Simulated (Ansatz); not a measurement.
AlCu$_{3}$: computed properties

Computed with DFT r2SCAN, scalar-relativistic, plane waves, PAW in Ansatz 0.2.0.

Settings: cutoff 500 eV, Γ-centred mesh 12×12×12 on the computed 4-atom cell, Gaussian smearing of 0.10 eV; no spin polarisation.

The structure is relaxed at this level of theory with its symmetry kept. Whether it is the stable form of this composition wasn't checked.

```
Al Cu
1.0
     0.00000    2.89067    2.89067
     2.89067    0.00000    2.89067
     2.89067    2.89067    0.00000
Al Cu
1 3
Direct
  0.00000 0.00000 0.00000
  0.50000 0.50000 0.50000
  0.25000 0.25000 0.25000
  0.75000 0.75000 0.75000
```

```
Space group                                                       : Fm-3m (No. 225)
Volume per atom                                                   : 81.5 bohr³
Formation energy from the elements' standard states (uncorrected) : -0.184 eV/atom
Generalised Kohn–Sham band gap                                    : none (metal)
Density of states at the Fermi level                              : 1.02 states/eV per cell
Löwdin character within 0.5 eV of the Fermi level                 : Al 3p 39 %, Cu 3d 26 %, Cu 4s 13 %, unprojected 15 %
Bulk modulus                                                      : 151 GPa
Its pressure derivative                                           : 4.7
Bader charges (e)                                                 : Al (1 in the cell) 1.63, Cu (1 in the cell) -0.15, Cu (2 in the cell) -0.74
```